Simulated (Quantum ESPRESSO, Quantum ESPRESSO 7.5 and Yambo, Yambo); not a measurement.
# Quasiparticle gap of CsH (Fm-3m) in Yambo

Aim: the G0W0 gap of CsH (Fm-3m) on PBEsol, step by step.

Main program and level: Quantum ESPRESSO 7.5 and Yambo 5.3.0; PBEsol and many-body steps on it, plane waves.

This is a report of a sequence of runs, with most program output left out.

The database entry behind the starting cell differs from later determinations by our own check (0.1 to 0.3 % short, probably kX units), so it need not match the best structure at ambient conditions.

## (1) The structure

Symmetry: Fm-3m, No. 225, cubic system. Conventional cell: a = 6.376 Å, b = 6.376 Å, c = 6.376 Å, α = 90.00°, β = 90.00°, γ = 90.00°. Nearest to Cs lie 6 H at 3.19 Å. H has 6 Cs at 3.19 Å nearest. Farther neighbours are not listed.

The cell and positions come from the Crystallography Open Database and are kept as given unless a step says otherwise. Spin-orbit coupling is left out unless a step names it.

## (2) Ground state

This step: Quantum ESPRESSO 7.5; DFT, PBEsol, plane waves, norm-conserving pseudopotentials.

The ground-state density comes first.

pw.in

```
&control
  calculation = 'scf'
  prefix = 'x'
  outdir = 'o'
  pseudo_dir = 'pseudo'
/
&system
  ibrav = 0
  nat = 2
  ntyp = 2
  ecutwfc = 64.0
  nbnd = 10
  force_symmorphic = .true.
/
&electrons
  conv_thr = 1e-10
  electron_maxstep = 80
  mixing_beta = 0.5
/
ATOMIC_SPECIES
  Cs 132.91 Cs.upf
  H 1.008 H.upf
CELL_PARAMETERS angstrom
  -0.0000000000 3.1880000000 3.1880000000
  3.1880000000 -0.0000000000 3.1880000000
  3.1880000000 3.1880000000 -0.0000000000
ATOMIC_POSITIONS crystal
  Cs 0.0000000000 0.0000000000 0.0000000000
  H 0.5000000000 0.5000000000 0.5000000000
K_POINTS automatic
  6 6 6 0 0 0
```

The run is started by

```bash
$ OMP_NUM_THREADS=1 mpirun -n 4 pw.x -nk 4 -in pw.in > pw.out
```

Run time: 3.5 s. Hardware: 4 MPI ranks of Arm Neoverse V2, shared host; peak memory 0.24 GiB; 14 s of CPU time.

This step gave:

* total energy: -651.9528 eV
* gap: 2.149 eV
* k of the valence top: 0, 0, -0.5
* k of the conduction bottom: 0, 0, -0.5
* least direct gap: 2.149 eV

The gap is direct, at (0.000, 0.000, -0.500).

## (3) Bands along the symmetry lines

The cheap functional maps the bands first; the places of the edges decide which points the dearer methods must see.

pw.in

```
&control
  calculation = 'bands'
  prefix = 'x'
  outdir = 'o'
  pseudo_dir = 'pseudo'
/
&system
  ibrav = 0
  nat = 2
  ntyp = 2
  ecutwfc = 64.0
  nbnd = 11
  force_symmorphic = .true.
/
&electrons
  conv_thr = 1e-9
  electron_maxstep = 80
  diago_full_acc = .true.
  diago_thr_init = 5e-6
/
ATOMIC_SPECIES
  Cs 132.91 Cs.upf
  H 1.008 H.upf
CELL_PARAMETERS angstrom
  -0.0000000000 3.1880000000 3.1880000000
  3.1880000000 -0.0000000000 3.1880000000
  3.1880000000 3.1880000000 -0.0000000000
ATOMIC_POSITIONS crystal
  Cs 0.0000000000 0.0000000000 0.0000000000
  H 0.5000000000 0.5000000000 0.5000000000
K_POINTS crystal
  50
  0.00000000 0.00000000 0.00000000 1
  0.06250000 0.00000000 0.06250000 1
  0.12500000 0.00000000 0.12500000 1
  0.18750000 0.00000000 0.18750000 1
  0.25000000 0.00000000 0.25000000 1
  0.31250000 0.00000000 0.31250000 1
  0.37500000 0.00000000 0.37500000 1
  0.43750000 0.00000000 0.43750000 1
  0.50000000 0.00000000 0.50000000 1
  0.51562500 0.03125000 0.51562500 1
  0.53125000 0.06250000 0.53125000 1
  0.54687500 0.09375000 0.54687500 1
  0.56250000 0.12500000 0.56250000 1
  0.57812500 0.15625000 0.57812500 1
  0.59375000 0.18750000 0.59375000 1
  0.60937500 0.21875000 0.60937500 1
  0.62500000 0.25000000 0.62500000 1
  0.37500000 0.37500000 0.75000000 1
  0.32812500 0.32812500 0.65625000 1
  0.28125000 0.28125000 0.56250000 1
  0.23437500 0.23437500 0.46875000 1
  0.18750000 0.18750000 0.37500000 1
  0.14062500 0.14062500 0.28125000 1
  0.09375000 0.09375000 0.18750000 1
  0.04687500 0.04687500 0.09375000 1
  0.00000000 0.00000000 0.00000000 1
  0.06250000 0.06250000 0.06250000 1
  0.12500000 0.12500000 0.12500000 1
  0.18750000 0.18750000 0.18750000 1
  0.25000000 0.25000000 0.25000000 1
  0.31250000 0.31250000 0.31250000 1
  0.37500000 0.37500000 0.37500000 1
  0.43750000 0.43750000 0.43750000 1
  0.50000000 0.50000000 0.50000000 1
  0.50000000 0.46875000 0.53125000 1
  0.50000000 0.43750000 0.56250000 1
  0.50000000 0.40625000 0.59375000 1
  0.50000000 0.37500000 0.62500000 1
  0.50000000 0.34375000 0.65625000 1
  0.50000000 0.31250000 0.68750000 1
  0.50000000 0.28125000 0.71875000 1
  0.50000000 0.25000000 0.75000000 1
  0.50000000 0.21875000 0.71875000 1
  0.50000000 0.18750000 0.68750000 1
  0.50000000 0.15625000 0.65625000 1
  0.50000000 0.12500000 0.62500000 1
  0.50000000 0.09375000 0.59375000 1
  0.50000000 0.06250000 0.56250000 1
  0.50000000 0.03125000 0.53125000 1
  0.50000000 0.00000000 0.50000000 1
```

The job ended after 5.3 s (4 MPI ranks; peak memory 0.22 GiB).

Numbers from this step:

* gap: 2.149 eV
* k of the valence top: 0.5, 0.5, 0.5
* k of the conduction bottom: 0.5, 0.5, 0.5
* least direct gap: 2.149 eV

The gap is 2.149 eV, as in the run before at this level.

The electronic bands at the labelled points (eV, zero at the top of the highest filled band; v1 is the highest filled band, c1 the lowest empty one):

```
    point     v4     v3     v2     v1    c1    c2    c3    c4
        Γ  -7.89  -7.89  -7.89  -1.78  5.14  5.14  5.14  5.81
  halfway  -8.31  -8.03  -8.03  -1.01  3.81  4.20  5.96  5.96
        X  -8.61  -8.16  -8.16  -1.17  3.06  5.49  7.97  8.00
  halfway  -8.58  -8.22  -8.14  -1.06  3.19  5.23  7.00  7.04
        U  -8.49  -8.37  -8.10  -0.78  3.35  4.73  6.16  6.60
jump to K  -8.49  -8.37  -8.10  -0.78  3.35  4.73  6.16  6.60
  halfway  -8.39  -8.08  -7.93  -0.73  3.55  4.09  5.41  5.95
        Γ  -7.89  -7.89  -7.89  -1.78  5.14  5.14  5.14  5.81
  halfway  -8.34  -7.93  -7.93  -0.95  3.52  5.16  5.16  5.77
        L  -8.73  -7.98  -7.98   0.00  2.15  4.68  4.68  7.06
  halfway  -8.61  -8.19  -8.05  -0.40  2.93  4.41  5.29  7.32
        W  -8.39  -8.39  -8.20  -0.74  4.08  4.08  5.08  8.31
  halfway  -8.55  -8.23  -8.18  -0.97  3.34  5.00  5.99  8.21
        X  -8.61  -8.16  -8.16  -1.17  3.06  5.49  7.97  8.00
```

## (4) Empty states on the mesh, 4×4×4 mesh, 586 bands

The sums over transitions need many empty states on a uniform mesh; this step solves for them.

pw.in

```
&control
  calculation = 'nscf'
  prefix = 'x'
  outdir = 'o'
  pseudo_dir = 'pseudo'
/
&system
  ibrav = 0
  nat = 2
  ntyp = 2
  ecutwfc = 64.0
  nbnd = 586
  force_symmorphic = .true.
/
&electrons
  conv_thr = 1e-9
  electron_maxstep = 80
  diago_full_acc = .true.
  diago_thr_init = 5e-6
/
ATOMIC_SPECIES
  Cs 132.91 Cs.upf
  H 1.008 H.upf
CELL_PARAMETERS angstrom
  -0.0000000000 3.1880000000 3.1880000000
  3.1880000000 -0.0000000000 3.1880000000
  3.1880000000 3.1880000000 -0.0000000000
ATOMIC_POSITIONS crystal
  Cs 0.0000000000 0.0000000000 0.0000000000
  H 0.5000000000 0.5000000000 0.5000000000
K_POINTS automatic
  4 4 4 0 0 0
```

It took 86 s on 4 MPI ranks; peak memory 1.1 GiB.

Numbers from this step:

```
gap                                                           : 2.149 eV
k of the valence top                                          : 0, 0, -0.5
k of the conduction bottom                                    : 0, 0, -0.5
least direct gap                                              : 2.149 eV
k points computed                                             : 8
lowest point of the top converged band, above the valence top : 239.4825 eV
```

On this mesh the gap is 2.149 eV.

## (5) Conversion and set-up

This step: Yambo 5.3.0; conversion and set-up on PBEsol, plane waves, norm-conserving pseudopotentials.

The states are converted to the many-body program's format and the q mesh is built.

The run is started by

```bash
$ (cd o/x.save; p2y > p2y.log; mv SAVE ../..); yambo > setup.log
```

Elapsed: 2.4 s, on 1 MPI rank; peak memory 0.25 GiB.

## (6) Screening and self-energy, 4×4×4 mesh, 242 bands, screening to 217.7 eV

Now the one-shot GW correction: screening in the RPA, then the self-energy of the levels asked for.

This step: G0W0 on PBEsol, plane waves, norm-conserving pseudopotentials.

gw2.in

```
HF_and_locXC
gw0
dyson
ppa
em1d
rim_cut
RandQpts= 1000000
RandGvec= 1 RL
EXXRLvcs= 64 Ry
VXCRLvcs= 256 Ry
Chimod= "HARTREE"
% BndsRnXp
 1 | 242 |
%
NGsBlkXp= 16 Ry
% LongDrXp
 1 | 1 | 1 |
%
% GbndRnge
 1 | 242 |
%
DysSolver= "n"
ExtendOut
PPAPntXp= 27.21138 eV
% QPkrange
 3 | 3 | 4 | 7 |
 1 | 1 | 4 | 7 |
%
```

The run is started by

```bash
$ OMP_NUM_THREADS=1 mpirun -n 4 yambo -F gw2.in -J gw2 -C gw2 > gw2.log
```

Wall time 5.4 min (4 MPI ranks); peak memory 2 GiB; 22 min of CPU time.

Numbers from this step:

* G0W0 gap on the points computed: 4.343 eV
* starting gap on the mesh: 2.149 eV
* k of the valence top: 0, 0, -0.5
* k of the conduction bottom: 0, 0, -0.5
* least direct G0W0 gap on the computed points: 4.343 eV
* Z at the valence top: 0.7965
* Z at the conduction bottom: 0.8487

The gap on the mesh goes from 2.15 eV to 4.34 eV, a correction of +2.19 eV.

Limits: finite bands, cutoff and mesh; no spin-orbit coupling. v1 is the top filled band, c1 the lowest empty one. The levels before and after the correction (eV, zero at the valence-band top of each column):

```
           conduction bottom  valence top
Kohn-Sham               2.15         0.00
     G0W0               4.34         0.00
```

|  | level | energy (eV) |
| --- | --- | --- |
| Kohn-Sham | (0 0 -0.5) v2 | -7.980 |
| Kohn-Sham | (0 0 -0.5) v1 | 0.000 |
| Kohn-Sham | (0 0 -0.5) c1 | 2.149 |
| Kohn-Sham | (0 0 -0.5) c2 | 4.683 |
| G0W0 | (0 0 -0.5) v2 | -8.433 |
| G0W0 | (0 0 -0.5) v1 | 0.000 |
| G0W0 | (0 0 -0.5) c1 | 4.343 |
| G0W0 | (0 0 -0.5) c2 | 7.143 |

## (7) Where the time went

Times are wall times on the hardware named with each run, good to a factor of about two.

```csv
step,time,share,memory (GiB)
ground state,3.5 s,1 %,0.24
bands along the symmetry lines,5.3 s,1 %,0.22
empty states on the mesh,86 s,20 %,1.1
conversion and set-up,2.4 s,1 %,0.25
screening and self-energy,5.4 min,77 %,2.0
```

## (8) What came out

* PBEsol gap: 2.15 eV, direct
* G0W0 gap on the mesh: 4.34 eV
* GW settings: 4×4×4 mesh, 242 bands, screening to 217.7 eV, Godby-Needs plasmon pole
* known limits: not at the basis limit; no spin-orbit coupling

In words: G0W0 moves the gap on the mesh from 2.15 eV to 4.34 eV (+2.19 eV), with Z of 0.80 and 0.85 at the edges. Only 2 of the mesh's irreducible points were corrected, so a valley elsewhere could overtake. The dearest step here is «screening and self-energy». Bands and cutoff are finite, so the gap is not at the basis limit. The miss can reach some tenths of an eV and take either sign; the mesh is an error of its own. In the G0W0 run levels were corrected at 2 k points alone, so a gap called «on the mesh» is the least over those, and an edge elsewhere would be missed. The many-body steps are scalar-relativistic: spin-orbit coupling is not in them.

[Paths, hosts, dates, memory and timing lines, banners, echoed tables and standing remarks are left out of the program output.]

[Logs are printed without paths, hosts, clocks, repeated set-up lines and the standing remarks that a program may print on its own settings, such as how far it seeks lower states.]

[Runs of the session that timed out or met a known fault of the program may be left out.]

[Hosts, paths, dates, database ids (printed as entryN), source tags and the programs' standing remarks are cut or masked in the printed files.]
